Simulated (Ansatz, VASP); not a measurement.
# GaN in VASP and in Ansatz

INCAR

```
PREC = Accurate ; ENCUT = 600
EDIFF = 1E-6 ; ISMEAR = 0
SIGMA = 0.02 ; LREAL = F
LASPH = T ; NELM = 100
ALGO = Normal ; ISIF = 3
LWAVE = F ; LCHARG = F
GGA = PS ; IBRION = 2
NSW = 100 ; EDIFFG = -0.005
```

The input KPOINTS:

```
Automatic mesh
0
Gamma
  10 10 10
```

The input POSCAR:

```
GaN
1.0
    0.0000000000      2.2535006075      2.2535006075
    2.2535006075      0.0000000000      2.2535006075
    2.2535006075      2.2535006075      0.0000000000
Ga N
1 1
Direct
    0.0000000000      0.0000000000      0.0000000000
    0.7500000000      0.7500000000      0.7500000000
```

Input for Ansatz:

```yaml
crystal:
  lattice:
    - [0.0, 2.2535006075, 2.2535006075]
    - [2.2535006075, 0.0, 2.2535006075]
    - [2.2535006075, 2.2535006075, 0.0]
  atoms:
    - { symbol: Ga, position: [0.0, 0.0, 0.0] }
    - { symbol: "N", position: [0.75, 0.75, 0.75] }
basis:
  ecutwfc: 420
kpoints:
  mp_grid: { grid: [10, 10, 10] }
hamiltonian:
  xc: pbesol
scf:
  occupations: { method: gaussian, width: 0.02 }
output:
  forces: true
  stress: true
  eigenvalues: true
relax:
  adjacent_minimum: "off"
  f_tol: 0.005
  max_steps: 80
  cell: { stress_tol: 0.05 }
```

The cell is a database's computed one.

Alike in both runs: task relaxation of cell and atoms; functional PBEsol; k mesh 10 × 10 × 10; occupations gaussian, width 0.02 eV; no spin polarisation.

|  | VASP | Ansatz |
| --- | --- | --- |
| version | VASP 6.6.1 | Ansatz 0.2.0 |
| potentials or method | VASP PAW PBE potentials, release 64 (Ga_d, N) | scalar-relativistic, plane waves, PAW |
| plane-wave cutoff (eV) | 600 | 420 |
| valence electrons in the cell | 18 | 18 |

|  | VASP | Ansatz | Ansatz less VASP |
| --- | --- | --- | --- |
| gap on the k mesh at the Fermi level, each at its own relaxed structure (eV) | 1.73 | 1.70 | -0.031 |
| relaxed volume (Å³/atom) | 11.36 | 11.38 | +0.021 |
| relaxed cell length with the largest relative difference (Å) | 3.179 | 3.181 | +0.0020 |

Caveats: the PAW data sets were made with another functional, which shifts forces and pressure a little (VASP). Expect the measured gap to be larger: semilocal functionals such as PBEsol lack the derivative discontinuity.
